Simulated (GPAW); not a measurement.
Runs of GPAW 26.7.0 on CoO. It takes space group Fm-3m (No. 225, cubic). Conventional cell: a = 4.263 Å, b = 4.263 Å, c = 4.263 Å, α = 90.00°, β = 90.00°, γ = 90.00°. Co (site symmetry m-3m) is surrounded by 6 O at 2.13 Å. O (site symmetry m-3m) has 6 Co at 2.13 Å as nearest neighbours. 

```csv
task,level,potentials or basis,cutoff (eV),band path,band points,eigensolver,grid spacing,pressure (GPa),moment (μB),V0 of scaled cells (Å³/atom),B0 (GPa)
band structure,revPBE,"the program's PAW data sets (release 1.2.1) made for this functional, pw",800,"GXWKGLUWLK,UX",100,-,-,(a),(c),-,-
band structure,LDA,"PAW data sets generated in the run's folder for this functional, pw",800,"GXWKGLUWLK,UX",100,-,-,-18.9,2.84,-,-
equation of state,PBE,"GPAW PAW data sets (gpaw-data 1.2.1), fd",-,-,-,-,0.16 Å,-,-,9.78,147
equation of state,BLYP,"PAW data sets generated in the run's folder for this functional, pw",800,-,-,davidson,-,-,-,(b),143
```

Alike in all rows: spin collinear, ferromagnetic start; cell as given; k mesh 9 × 9 × 9; smearing fermi-dirac 0.05 eV.

Estimate the missing entries.

(a) 3.1; (b) 10.02; (c) 2.94.

Caveats: a cell with one magnetic atom can't hold antiferromagnetic order, which such compounds often take (some runs); so large a pressure means that the cell lies far from this level's equilibrium, or that cutoff or potentials fall short (some runs).
